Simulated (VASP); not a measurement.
H14CO7, 22 atoms in the cell. The cell holds a amorphous, 22 atoms: a = 6.008 Å, b = 6.008 Å, c = 6.008 Å, α = 90.00°, β = 90.00°, γ = 90.00°. The cell was built by a generator and needn't be a form met in nature.

* Program: VASP 6.6.1
* Task: single point
* Functional: PBE
* Potentials or basis: VASP PAW PBE potentials, release 64 (O, H, C)
* Cutoff: 520 eV
* k mesh: 1 × 1 × 1
* Occupations: fermi-dirac, width 0.05 eV
* Spin: no spin polarisation
* Dipole correction: no
* Further INCAR settings: LREAL = Auto; ALGO = Normal; EDIFF = 1e-06; NBANDS = 47

Potentials or basis: VASP PAW PBE potentials, release 64 (O, H, C).

The run is started by

```bash
$ cat potpaw_PBE.64/O/POTCAR potpaw_PBE.64/H/POTCAR potpaw_PBE.64/C/POTCAR > POTCAR
$ mpirun -np 1 vasp_gam > vasp.out
```

Hardware: 1 thread of Intel(R) Xeon(R) 6975P-C (Granite Rapids), on a shared host.

Task: Estimate the wall time of this run.

Result: It took 21 s on 1 thread of Intel(R) Xeon(R) 6975P-C (Granite Rapids) (shared host), peak memory 0.31 GiB. Counts: scf iterations 16, k points 1.
